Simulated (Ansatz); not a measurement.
A generator proposed this cell of SrTiO3.

```yaml
crystal:
  lattice:
    - [4.41643, 0.00000, 0.00000]
    - [-2.20822, 3.82474, 0.00000]
    - [0.00000, 0.00000, 4.99427]
  atoms:
    - { symbol: Sr, position: [0.00000, 0.00000, 0.50000] }
    - { symbol: Ti, position: [0.00000, 0.00000, 0.00000] }
    - { symbol: O, position: [0.51744, 0.00000, 0.50000] }
    - { symbol: O, position: [0.00000, 0.51744, 0.50000] }
    - { symbol: O, position: [0.48256, 0.48256, 0.50000] }
```

Level of theory: DFT PBE, scalar-relativistic, plane waves, PAW (Ansatz). Plane waves to 420 eV, a k mesh through Γ of 6×6×4 on the computed 5-atom cell and Gaussian smearing (0.10 eV); collinear spin from starting moments 0.0 1.0 0.0 0.0 0.0 μB.

Energies over the elements count from the elements' standard structures at the same level (O₂ as a molecule), with no fitted energy shifts.

Question: Estimate its pressure, forces and energy as it stands.

Answer: The pressure is 18.0 GPa (the mean over three directions, positive in compression), the largest force is 1.56 eV/Å, and the energy is +1.04 eV/atom against the elements. The shortest distance is 2.13 Å.

Question: Is it a good guess?

Answer: A rough one: relaxing gains about 0.30 eV/atom (the start's value is from the coarse mesh, so the gain is rough) in 20 ionic steps and ends at +0.74 eV/atom on the finer mesh. The symmetry goes from P-62m (No. 189) to P6/mmm (No. 191). The volume per atom grows by 49.4 %, from 16.9 to 25.2 Å³. The shortest distance goes from 2.13 Å (Sr–O) to 2.36 Å (Sr–O and O–O). Conventional cell: a = 4.719 Å, c = 6.539 Å. Around Sr lie 6 O at 2.36 Å and 2 Ti at 3.27 Å; Ti is surrounded by 2 Sr at 3.27 Å; O has 2 Sr at 2.36 Å and 4 O at 2.36 Å.

The last run used collinear spin, a 12×12×6 mesh (in the run's order of axes) for its 5-atom cell and Gaussian smearing of 0.10 eV. No Hubbard U is applied to the open shell of Ti. The magnetic state reached may not be the lowest. The relaxation can't lower the symmetry of the start, and the grade says only how near the guess is to its own end. A structure relaxed within its symmetry needn't be a true minimum. Another cell of SrTiO3 relaxed alike but without spin, in I4/mcm (a cell as deposited in COD), lies 3.87 eV/atom lower, so this cell isn't the stable form at this level.
